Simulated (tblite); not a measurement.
C₅H₆N (charge +1).
Atom-mapped SMILES: `[cH:1]1[cH:2][cH:3][nH+:4][cH:5][cH:6]1` (hydrogens: H7 on C1; H8 on C2; H9 on C3; H10 on N4; H11 on C5; H12 on C6)
Bond orders are those of one Lewis drawing.

Computed with GFN2-xTB (tblite), gas phase: Langevin dynamics at 200 K from the optimised GFN2-xTB geometry, time step 0.5 fs, friction 0.01 fs⁻¹, 2000 steps. The instantaneous temperature is 2·E(kin)/(3Nk) with all 3N coordinates.

```
t (fs)  T (K)  E(pot) above start (eV)  C1–C2 (Å)  C2–C3 (Å)  C3–N4 (Å)  N4–C5 (Å)  C5–C6 (Å)  C1–H7 (Å)
     0    174                    0.000      1.391      1.381      1.337      1.337      1.381      1.080
    25    155                    0.155      1.391      1.361      1.323      1.329      1.362      1.045
    50    203                    0.137      1.408      1.362      1.340      1.351      1.381      1.127
    75    231                    0.118      1.393      1.377      1.350      1.342      1.411      1.073
   100    163                    0.215      1.378      1.395      1.340      1.331      1.405      1.061
   125    154                    0.282      1.358      1.382      1.330      1.324      1.383      1.098
   150    173                    0.253      1.363      1.381      1.343      1.344      1.383      1.073
   175    123                    0.246      1.383      1.376      1.368      1.372      1.359      1.074
   200     99                    0.246      1.387      1.389      1.348      1.390      1.357      1.081
   225    160                    0.187      1.390      1.395      1.318      1.378      1.379      1.089
   250    155                    0.209      1.359      1.383      1.314      1.351      1.382      1.060
   275    186                    0.186      1.359      1.392      1.310      1.337      1.376      1.100
   300    255                    0.175      1.380      1.382      1.342      1.327      1.369      1.119
   325    291                    0.226      1.391      1.396      1.364      1.352      1.379      1.040
   350    244                    0.225      1.396      1.391      1.342      1.359      1.379      1.082
   375    179                    0.210      1.417      1.366      1.331      1.350      1.358      1.121
   400    240                    0.192      1.394      1.384      1.335      1.311      1.355      1.060
   425    244                    0.255      1.384      1.380      1.361      1.314      1.357      1.081
   450    209                    0.264      1.388      1.411      1.346      1.332      1.373      1.114
   475    198                    0.308      1.397      1.428      1.333      1.330      1.421      1.047
   500    214                    0.295      1.402      1.383      1.295      1.311      1.419      1.093
   525    203                    0.272      1.392      1.370      1.331      1.316      1.404      1.104
   550    196                    0.311      1.404      1.357      1.354      1.313      1.371      1.021
   575    207                    0.231      1.412      1.362      1.389      1.323      1.377      1.091
   600    166                    0.243      1.385      1.379      1.351      1.338      1.389      1.132
   625    158                    0.255      1.392      1.380      1.319      1.336      1.397      1.050
   650    261                    0.213      1.387      1.375      1.305      1.349      1.401      1.107
   675    176                    0.319      1.396      1.391      1.320      1.337      1.375      1.141
   700    198                    0.266      1.425      1.375      1.363      1.354      1.363      1.044
   725    204                    0.162      1.406      1.377      1.364      1.346      1.394      1.059
   750    145                    0.277      1.395      1.367      1.337      1.339      1.408      1.095
   775    187                    0.188      1.390      1.368      1.326      1.330      1.393      1.089
   800    175                    0.232      1.418      1.377      1.341      1.334      1.400      1.076
   825    165                    0.222      1.417      1.372      1.358      1.340      1.377      1.094
   850    217                    0.280      1.389      1.382      1.356      1.345      1.378      1.080
   875    241                    0.181      1.396      1.389      1.342      1.340      1.375      1.089
   900    162                    0.385      1.399      1.386      1.320      1.318      1.364      1.057
   925    247                    0.155      1.432      1.373      1.327      1.335      1.379      1.099
   950    154                    0.275      1.398      1.406      1.357      1.328      1.381      1.093
   975    210                    0.217      1.391      1.403      1.356      1.304      1.376      1.056
  1000    193                    0.282      1.404      1.375      1.325      1.294      1.377      1.083
```

Task: From 500 fs on, how do temperature and potential energy compare with equipartition?

Result: The mean temperature of these 21 frames is 194 K against the target 200 K, and the mean potential energy 0.25 eV against 30 × kT/2 = 0.26 eV for 30 classical harmonic modes. For 12 atoms in a canonical ensemble the temperature itself scatters by T·√(2/(3N)) = 47 K; here its standard deviation is 31 K. The whole run lasts only 10 friction times of 100 fs, so these averages carry a wide statistical error.

Task: What are the kinetic and total energies of the listed frame with the highest potential energy?

Result: The one at 900 fs, 0.385 eV above the start. Its kinetic energy is 3NkT/2 = 0.251 eV at 162 K, so the sum is 0.64 eV; over the listed frames the sum runs from 0.27 to 0.68 eV, since the thermostat adds and removes energy.

Task: How much do the listed bonds fluctuate from 500 fs on?

Result: 
```
 bond  at the start (Å)  mean (Å)  standard deviation (Å)
C1–C2             1.391     1.401                   0.013
C2–C3             1.381     1.378                   0.012
C3–N4             1.337     1.340                   0.022
N4–C5             1.337     1.330                   0.015
C5–C6             1.381     1.386                   0.015
C1–H7             1.080     1.083                   0.028
```

The motion is classical and holds no zero-point motion.

The cost below is that of the whole dynamics run. Time: 6.0 s; peak memory 0.18 GiB. Hardware: one thread of an INTEL XEON PLATINUM 8581C at 2.10 GHz, no GPU, shared host with 80 logical CPUs at a one-minute load of 13.
